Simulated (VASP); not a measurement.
Consider the following.

```yaml
crystal:
  lattice:
    - [2.49686, -4.32468, 0.00000]
    - [2.49686, 4.32468, 0.00000]
    - [0.00000, 0.00000, 5.69616]
  atoms:
    - { symbol: Ge, position: [0.00000, 0.45183, 0.33333] }
    - { symbol: Ge, position: [0.54817, 0.54817, 0.00000] }
    - { symbol: Ge, position: [0.45183, 0.00000, 0.66667] }
    - { symbol: O, position: [0.30388, 0.39474, 0.24515] }
    - { symbol: O, position: [0.60526, 0.90914, 0.91182] }
    - { symbol: O, position: [0.69612, 0.09086, 0.42151] }
    - { symbol: O, position: [0.90914, 0.60526, 0.08818] }
    - { symbol: O, position: [0.39474, 0.30388, 0.75485] }
    - { symbol: O, position: [0.09086, 0.69612, 0.57849] }
```

The numbers are results of PBEsol GGA, VASP's PBE PAW potentials (set 64) (plane waves; VASP), not measurements. Numerical set-up: 520 eV cut-off, Gaussian smearing of 0.050 eV, potentials Ge_d O.

Problem. Give the energies of bands 28 to 41 at the high-symmetry points, in eV from the valence-band maximum.

Solution. 
```tsv
band	Γ	M	K	A	L	H
28	-2.21	-2.58	-2.27	-2.45	-2.62	-2.64
29	-2.21	-2.29	-2.27	-2.45	-2.48	-2.10
30	-2.18	-2.03	-2.25	-2.01	-1.79	-2.10
31	-1.92	-1.63	-1.74	-1.26	-1.49	-1.38
32	-1.22	-1.58	-1.74	-1.26	-1.45	-1.26
33	-1.06	-1.27	-1.17	-1.03	-0.98	-1.26
34	-1.06	-0.91	-1.13	-0.86	-0.93	-0.75
35	-0.39	-0.53	-0.42	-0.86	-0.74	-0.75
36	-0.39	-0.39	-0.42	-0.57	-0.61	-0.71
37	-0.37	-0.22	-0.15	-0.57	-0.52	-0.41
38	-0.06	-0.17	-0.15	-0.44	-0.33	-0.23
39	-0.06	-0.01	0.00	-0.08	-0.01	-0.23
40	3.37	5.35	5.90	5.30	5.58	5.62
41	7.41	6.43	5.90	5.30	6.50	7.01
```

The gap is indirect, 3.37 eV, from the valence maximum at K to the conduction minimum at Γ.

The compound is GeO2 in the quartz structure, a metastable form; rutile is stable. It was relaxed first.
